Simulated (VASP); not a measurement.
# Cd (I4/mmm) in VASP: a series of runs

Runs on Cd. Level: PBEsol. Tasks: single point.

All numbers are computed with VASP 6.6.1; they aren't measurements. Logs are shortened: lines on timing, memory, paths and dates and some standing lists are left out, and cuts for length are marked.

### 1 The cell of the first run

The structure is tetragonal, space group I4/mmm (No. 139). The conventional cell has a = 3.137 Å, b = 3.137 Å, c = 4.348 Å, α = 90.00°, β = 90.00°, γ = 90.00°. Around Cd (site symmetry 4/mmm) lie 12 Cd at 3.11 to 3.14 Å.

This isn't the form of Cd at room conditions, which is hcp.

### 2 Single point, PBEsol (strain -0.0200 x Voigt [0, 1, 0, 0, 0, 0], atoms carried along)

Input file INCAR:

```
ALGO = Fast
EDIFF = 1E-7
ENCUT = 520
GGA = PS
ISIF = 2
ISMEAR = 0
LASPH = True
LCHARG = False
LREAL = False
LWAVE = False
NBANDS = 12
NELM = 100
PREC = Accurate
SIGMA = 0.15
```

Input file KPOINTS:

```
k-points
0
Gamma
  18 18 18
```

Input file POSCAR:

```
Cd
1.0
    0.0000000000      2.1737867550      2.2181497500
    2.2181497500      0.0000000000      2.2181497500
    2.2181497500      2.1737867550      0.0000000000
Cd
1
Direct
    0.0000000000      0.0000000000      0.0000000000
```

Potentials or basis: VASP PAW PBE potentials, release 64 (Cd).

Launch:

```
> cat potpaw_PBE.64/Cd/POTCAR > POTCAR
> mpirun -np 1 vasp_std > vasp.out
```

OUTCAR:

```text
EDIFF = 1E-7
   ENCUT = 520
   GGA = PS
   ISIF = 2
   ISMEAR = 0
   LASPH = True
   LREAL = False
   NELM = 100
   PREC = Accurate

 ion  position               nearest neighbor table
   1  0.000  0.000  0.000-

  LATTYP: Found a body centered tetragonal cell.
 ALAT       =     3.1369374598
 C/A-ratio  =     1.3859292911

  Lattice vectors:

 A1 = (   0.0000000000,  -2.1737867550,   2.2181497500)
 A2 = (   0.0000000000,  -2.1737867550,  -2.2181497500)
 A3 = (   2.2181497500,   2.1737867550,   0.0000000000)

Analysis of symmetry for initial positions (statically):
=====================================================================
 Subroutine PRICEL returns:
 Original cell was already a primitive cell.

 Routine SETGRP: Setting up the symmetry group for a
 body centered tetragonal supercell.

 Subroutine GETGRP returns: Found 16 space group operations
 (whereof 16 operations were pure point group operations)
 out of a pool of 16 trial point group operations.

The static configuration has the point symmetry D_4h.

Analysis of symmetry for dynamics (positions and initial velocities):
=====================================================================
 Subroutine PRICEL returns:
 Original cell was already a primitive cell.

 Routine SETGRP: Setting up the symmetry group for a
 body centered tetragonal supercell.

 Subroutine GETGRP returns: Found 16 space group operations
 (whereof 16 operations were pure point group operations)
 out of a pool of 16 trial point group operations.

The dynamic configuration has the point symmetry D_4h.

 Subroutine INISYM returns: Found 16 space group operations
 (whereof 16 operations are pure point group operations),
 and found     1 'primitive' translations

----------------------------------------------------------------------------------------

                                     Primitive cell

  volume of cell :      21.3909

  direct lattice vectors                    reciprocal lattice vectors
     0.000000000  2.173786755  2.218149750    -0.225413095  0.230013362  0.225413095
     2.218149750  0.000000000  2.218149750     0.225413095 -0.230013362  0.225413095
     2.218149750  2.173786755  0.000000000     0.225413095  0.230013362 -0.225413095

  length of vectors
     3.105726512  3.136937460  3.105726512     0.393100844  0.393100844  0.393100844

  position of ions in fractional coordinates (direct lattice)
     0.000000000  0.000000000  0.000000000

  ion indices of the primitive-cell ions
   primitive index   ion index
                 1           1

----------------------------------------------------------------------------------------

 KPOINTS: k-points

Automatic generation of k-mesh.
 Grid dimensions read from file:
 generate k-points for:   18   18   18

 Generating k-lattice:

  Cartesian coordinates                     Fractional coordinates (reciprocal lattice)
    -0.012522950  0.012778520  0.012522950     0.055555556  0.000000000  0.000000000
     0.012522950 -0.012778520  0.012522950     0.000000000  0.055555556  0.000000000
     0.012522950  0.012778520 -0.012522950     0.000000000  0.000000000  0.055555556

  Length of vectors
     0.021838936  0.021838936  0.021838936

  Shift w.r.t. Gamma in fractional coordinates (k-lattice)
     0.000000000  0.000000000  0.000000000

 Subroutine IBZKPT returns following result:
 ===========================================

 Found    480 irreducible k-points:

 Following reciprocal coordinates:
            Coordinates               Weight
  0.000000  0.000000  0.000000      1.000000
  0.055556  0.000000  0.000000      8.000000
  0.111111  0.000000  0.000000      8.000000
  0.166667  0.000000 -0.000000      8.000000
  0.222222  0.000000  0.000000      8.000000
  0.277778  0.000000  0.000000      8.000000
[... 16 lines left out ...]
 -0.277778  0.055556 -0.000000     16.000000
 -0.222222  0.055556  0.000000     16.000000
 [... further k-points ...]
   k-points           NKPTS =    480   k-points in BZ     NKDIM =    480   number of bands    NBANDS=     12
   number of dos      NEDOS =    301   number of ions     NIONS =      1
   total plane-waves  NPLWV =  13824
   dimension x,y,z NGX =    24 NGY =   24 NGZ =   24
   dimension x,y,z NGXF=    48 NGYF=   48 NGZF=   48
   ions per type =               1
   NGX,Y,Z   is equivalent  to a cutoff of  12.85, 12.72, 12.85 a.u.
   NGXF,Y,Z  is equivalent  to a cutoff of  25.69, 25.44, 25.69 a.u.
 SYSTEM =  unknown system
   PREC   = accura    normal or accurate (medium, high low for compatibility)
   ISTART =      0    job   : 0-new  1-cont  2-samecut
   ICHARG =      2    charge: 1-file 2-atom 10-const
   ISPIN  =      1    spin polarized calculation?
   LNONCOLLINEAR =      F non collinear calculations
   LSORBIT =      F    spin-orbit coupling
   LASPH  =      T    aspherical Exc in radial PAW
   ENCUT  =  520.0 eV  38.22 Ry    6.18 a.u.   5.77  5.83  5.77*2*pi/ulx,y,z
   NELM   =    100;   NELMIN=  2; NELMDL= -5     # of ELM steps
   EDIFF  = 0.1E-06   stopping-criterion for ELM
   LREAL  =      F    real-space projection
   EDIFFG = 0.1E-05   stopping-criterion for IOM
   NSW    =      0    number of steps for IOM
   IBRION =     -1    ionic relax: 0-MD 1-quasi-New 2-CG
   NFREE  =      0    steps in history (QN), initial steepest desc. (CG)
   ISIF   =      2    stress and relaxation
   ISYM   =      2    0-nonsym 1-usesym 2-fastsym
   POTIM  = 0.5000    time-step for ionic-motion
   TEBEG  =    0.0;   TEEND  =   0.0 temperature during run
   PSTRESS=    0.0 pullay stress
   NELECT =      12.0000    total number of electrons
   NUPDOWN=      -1.0000    fix difference up-down
   EMIN   =  10.00;   EMAX   =-10.00  energy-range for DOS
   EFERMI =   0.00;   METHOD = LEGACY
   ISMEAR =     0;   SIGMA  =   0.15  broadening in eV -4-tet -1-fermi 0-gaus
   EFERMI_NEDOS =   21; number of points for ismear=-14 and -15
   IALGO  =     68    algorithm
   IMIX   =      4    mixing-type and parameters
     AMIX     =   0.40;   BMIX     =  1.00
     AMIX_MAG =   1.60;   BMIX_MAG =  1.00
  volume/ion in A,a.u.               =      21.39       144.35
  Fermi-wavevector in a.u.,A,eV,Ry     =   1.350182  2.551474 24.803309  1.822992
  Thomas-Fermi vector in A             =   2.477708
   LORBIT       =      0    0 simple, 1 ext, 2 COOP (PROOUT), +10 PAW based schemes
   GGA     = PS    functional components
   LHFCALC =     F    Hartree Fock is set to
   AEXX    =    0.0000 exact exchange contribution
   IVDW    =     0    specifies the selected vdW correction
   LEPSILON=     F    determine dielectric tensor
   LRPA    =     F    only Hartree local field effects (RPA)
 non-spin polarized calculation
 RMM-DIIS sequential band-by-band and
 Gauss-broadening in eV      SIGMA  =   0.15
  energy-cutoff  :      520.00
  volume of cell :       21.39
 maximum number of plane-waves:       588
   NGX = 11   NGY = 11   NGZ = 11

 number of electron      12.0000006 magnetization

 Free energy of the ion-electron system (eV)
  ---------------------------------------------------
  ext. energy  EPLUGINS =         0.00000000
  ---------------------------------------------------
  free energy    TOTEN  =        -1.18744096 eV

  energy without entropy =       -1.18334641  energy(sigma->0) =       -1.18539369

 E-fermi :   2.7339     XC(G=0): -11.2717

 val. band max:        2.7289104133   @ k =   0.4444  -0.1667   0.3333
 cond. band min:       2.7411611816   @ k =   0.3333  -0.3333   0.1667
 fundamental gap:      0.0122507684
 Fermi energy:         2.7338619661

 k-point     1 :       0.0000    0.0000    0.0000
  band No.  band energies     occupation
      1      -6.3468      2.00000
      2      -6.3468      2.00000
      3      -6.2784      2.00000
      4      -6.1738      2.00000
      5      -5.8762      2.00000
      6      -5.8141      2.00000
      7      16.7673      0.00000
      8      17.9186      0.00000
      9      17.9280      0.00000
     10      17.9280      0.00000
     11      21.2988      0.00000
     12      21.3709      0.00000

 k-point     2 :       0.0556    0.0000    0.0000
  band No.  band energies     occupation
      1      -6.3507      2.00000
      2      -6.3328      2.00000
      3      -6.2723      2.00000
      4      -6.0894      2.00000
      5      -5.8789      2.00000
      6      -5.8185      2.00000
      7      16.3394      0.00000
      8      17.1951      0.00000
      9      17.7893      0.00000
     10      17.7991      0.00000
     11      21.5416      0.00000
     12      21.6083      0.00000

 k-point     3 :       0.1111    0.0000    0.0000
  band No.  band energies     occupation
      1      -6.3867      2.00000
      2      -6.2970      2.00000
      3      -6.2461      2.00000
      4      -5.8815      2.00000
      5      -5.8288      2.00000
      6      -5.8213      2.00000
      7      14.4571      0.00000
      8      17.0302      0.00000
      9      17.4523      0.00000
     10      17.5066      0.00000
     11      21.6146      0.00000
     12      22.1059      0.00000
[... 286 lines left out ...]
 k-point    23 :      -0.2778    0.0556   -0.0000
  band No.  band energies     occupation
      1      -6.6504      2.00000
      2      -6.2679      2.00000
      3      -6.1967      2.00000
      4      -5.7500      2.00000
      5      -5.6762      2.00000
      6      -3.5448      2.00000
      7       7.4853      0.00000
      8      14.3046      0.00000
      9      16.8092      0.00000
     10      17.3967      0.00000
     11      19.8614      0.00000
     12      20.5267      0.00000

 k-point    24 :      -0.2222    0.0556    0.0000
  band No.  band energies     occupation
      1      -6.5580      2.00000
      2      -6.2465      2.00000
      3      -6.1775      2.00000
      4      -5.8396      2.00000
      5      -5.7660      2.00000
      6      -4.3979      2.00000
      7       9.5134      0.00000
      8      14.5692      0.00000
      9      17.3278      0.00000
     10      17.8598      0.00000
     11      20.1110      0.00000
     12      20.8234      0.00000

 [... further k-points ...]
[... 5 lines left out ...]
  --------------------------------------------------------------------------------------
  -------------------------------------------------------------------------------------
  Total       -0.1314576     -0.0552968     -0.1314576      0.0000000      0.0000000      0.0000000
  in kB       -9.8461733     -4.1417337     -9.8461733      0.0000000      0.0000000      0.0000000
  external PRESSURE =      -7.9446934 kB  Pullay stress =       0.0000000 kB

 VOLUME and BASIS-vectors are now :
 -----------------------------------------------------------------------------
  energy-cutoff  :      520.00
  volume of cell :       21.39
      direct lattice vectors                 reciprocal lattice vectors
     0.000000000  2.173786755  2.218149750    -0.225413095  0.230013362  0.225413095
     2.218149750  0.000000000  2.218149750     0.225413095 -0.230013362  0.225413095
     2.218149750  2.173786755  0.000000000     0.225413095  0.230013362 -0.225413095

 POSITION                                       TOTAL-FORCE (eV/Angst)
 -----------------------------------------------------------------------------------
      0.00000      0.00000      0.00000         0.000000      0.000000      0.000000
 -----------------------------------------------------------------------------------
    total drift:                               -0.000000     -0.000000      0.000000

  FREE ENERGIE OF THE ION-ELECTRON SYSTEM (eV)
  ---------------------------------------------------
  free  energy   TOTEN  =        -1.1874409578 eV

  energy  without entropy=       -1.1833464139  energy(sigma->0) =       -1.18539369
```

It took 76 s on 1 thread of AMD EPYC 7R13 (Zen 3), shared host; peak memory 0.2 GiB.

Results:

```
Free energy            : -1.1874 eV
Pressure               : -0.8 GPa
Band gap on the k mesh : none (metal or under the smearing width)
```

Caveat: the PAW data sets were made with another functional, which shifts forces and pressure a little.

### 3 Single point, PBEsol (strain +0.0150 x Voigt [0, 1, 0, 0, 0, 0], atoms carried along)

Input file INCAR:

```
PREC = Accurate
ENCUT = 520
EDIFF = 1E-7
ISMEAR = 0
SIGMA = 0.15
LREAL = False
LASPH = True
NELM = 100
ALGO = Fast
ISIF = 2
LWAVE = False
LCHARG = False
GGA = PS
NBANDS = 12
```

Input file KPOINTS:

```
regular mesh
0
Gamma
  18 18 18
```

Input file POSCAR:

```
Cd
1.0
    0.0000000000      2.2514219962      2.2181497500
    2.2181497500      0.0000000000      2.2181497500
    2.2181497500      2.2514219962      0.0000000000
Cd
1
Direct
    0.0000000000      0.0000000000      0.0000000000
```

Potentials or basis: VASP PAW PBE potentials, release 64 (Cd).

Launch:

```
> cat potpaw_PBE.64/Cd/POTCAR > POTCAR
> mpirun -np 1 vasp_std > vasp.out
```

Run time: 80 s. Hardware: 1 thread of AMD EPYC 7R13 (Zen 3), shared host; peak memory 0.2 GiB.

It converged, with:

| Property | Result |
| --- | --- |
| Free energy | -1.1796 eV |
| Pressure | -2.5 GPa |
| Band gap on the k mesh | none (metal or under the smearing width) |

Stress tensor (GPa, compression positive):
```
-2.31  0.00  0.00
 0.00 -2.79  0.00
 0.00  0.00 -2.31
```

Levels at points of the mesh, in eV from the Fermi level:
```tsv
k point	band 3	band 4	band 5	band 6	band 7	band 8	band 9	band 10
(0.00, 0.00, 0.00)	-8.94	-8.64	-8.53	-8.49	13.91	14.84	14.84	14.86
(0.50, 0.00, 0.00)	-8.93	-8.15	-8.14	-2.22	-1.29	12.23	12.62	13.07
(0.50, 0.50, 0.00)	-8.17	-8.07	-8.03	-0.66	1.49	6.67	6.73	10.95
(0.50, 0.00, 0.50)	-8.17	-8.05	-8.05	-0.85	1.18	6.94	6.94	11.17
```

Caveat: the PAW data sets were made with another functional, which shifts forces and pressure a little.

### 4 Single point, PBEsol (strain +0.0050 x Voigt [0, 1, 0, 0, 0, 0], atoms carried along)

Input file INCAR:

```
ALGO = Fast
EDIFF = 1E-6
ENCUT = 520
GGA = PS
ISIF = 2
ISMEAR = 0
LASPH = True
LCHARG = False
LREAL = False
LWAVE = False
NBANDS = 12
NELM = 100
PREC = Accurate
SIGMA = 0.15
```

Input file KPOINTS:

```
k-points
0
Gamma
  18 18 18
```

Input file POSCAR:

```
Cd
1.0
    0.0000000000      2.2292404987      2.2181497500
    2.2181497500      0.0000000000      2.2181497500
    2.2181497500      2.2292404987      0.0000000000
Cd
1
Direct
    0.0000000000      0.0000000000      0.0000000000
```

Launch:

```
> cat potpaw_PBE.64/Cd/POTCAR > POTCAR
> mpirun -np 1 vasp_std > vasp.out
```

Run time: 80 s. Hardware: 1 thread of AMD EPYC 7R13 (Zen 3), shared host; peak memory 0.2 GiB.

It converged, with:

```yaml
Free_energy: -1.1830 eV
Pressure: -2.0 GPa
Band_gap_on_the_k_mesh: none (metal or under the smearing width)
```

Stress tensor (GPa, compression positive):
```
-1.99  0.00  0.00
 0.00 -2.15  0.00
 0.00  0.00 -1.99
```

Levels at points of the mesh, in eV from the Fermi level:
```
           k point  band 3  band 4  band 5  band 6  band 7  band 8  band 9  band 10
(0.00, 0.00, 0.00)   -8.97   -8.71   -8.53   -8.52   13.95   14.94   14.94    14.95
(0.50, 0.00, 0.00)   -8.97   -8.16   -8.15   -2.26   -1.27   12.47   12.59    13.05
(0.50, 0.50, 0.00)   -8.18   -8.06   -8.05   -0.73    1.46    6.78    6.79    11.07
(0.50, 0.00, 0.50)   -8.18   -8.06   -8.06   -0.79    1.35    6.86    6.86    11.14
```

Caveat: the PAW data sets were made with another functional, which shifts forces and pressure a little.

### 5 The runs side by side

| cell | further INCAR settings | gap on the mesh (eV) | pressure (GPa) |
| --- | --- | --- | --- |
| strain -0.0200 x Voigt [0, 1, 0, 0, 0, 0], atoms carried along | ALGO = Fast; EDIFF = 1e-07; NBANDS = 12 | none | -0.8 |
| strain +0.0150 x Voigt [0, 1, 0, 0, 0, 0], atoms carried along | ALGO = Fast; EDIFF = 1e-07; NBANDS = 12 | none | -2.5 |
| strain +0.0050 x Voigt [0, 1, 0, 0, 0, 0], atoms carried along | ALGO = Fast; EDIFF = 1e-06; NBANDS = 12 | none | -2.0 |

Alike in all rows: task single point; level PBEsol; potentials or basis VASP PAW PBE potentials, release 64 (Cd); no spin polarisation; k mesh 18 × 18 × 18; cutoff (eV) 520; smearing gaussian 0.15 eV.

Caveats: the PAW data sets were made with another functional, which shifts forces and pressure a little.

Total energies depend on the potentials used, so only differences within one code and one set of settings carry meaning.
